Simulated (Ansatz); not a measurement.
A SnSe cell: a random packing of atoms, relaxed.

```
Sn Se
1.0
     5.79755   -0.91896    0.03891
    -1.01543    6.95539   -0.87568
     0.07178   -0.86565    5.57846
Sn Se
4 4
Direct
  0.24164 0.54354 0.52278
  0.91617 0.90074 0.98643
  0.45153 0.99422 0.46796
  0.12574 0.35218 0.93062
  0.95173 0.99933 0.50453
  0.64754 0.41878 0.43819
  0.71921 0.47626 0.01718
  0.41533 0.89554 0.94985
```

Method: DFT PBE+D3(BJ), scalar-relativistic, plane waves, PAW (Ansatz 0.2.0).

Settings: cutoff 420 eV, Γ-centred mesh 6×5×6 on the computed 8-atom cell, Gaussian smearing of 0.02 eV; no spin polarisation.

Problem. Describe its local order.

Solution. Counting as bonded all pairs within 1.2 times the summed covalent radii, but none from a metal cation to another cation:

```csv
atom → neighbour,mean count,mean length (Å),spread (Å)
Se → Se,0.50,2.52,0.00
Se → Sn,3.50,2.90,0.07
Sn → Se,3.50,2.90,0.07
```

Angles between all pairs of such bonds at an atom (mean ± spread): 107 ± 30° at Se, 107 ± 29° at Sn.

Problem. Does it have a gap?

Solution. It has no gap on the mesh. Levels at Γ next to the Fermi level (eV from it): -2.58, -2.49, -2.33, -1.90, -1.37, -0.78, 1.14, 1.30, 2.47, 2.65, 3.00, 3.25.

The final mesh leaves forces up to 0.35 eV/Å and stresses up to 0.6 GPa: the relaxation ran on a coarser mesh, so the cell's shape, its bonds and its energy belong partly to that mesh.

The smearing is narrow for a metal on this mesh.

Cost: 2 runs of about 15 core-minutes in all (earlier runs that led there not counted), on Intel Xeon Processor @ 2.50GHz (Skylake/Cascade Lake) (shared hosts).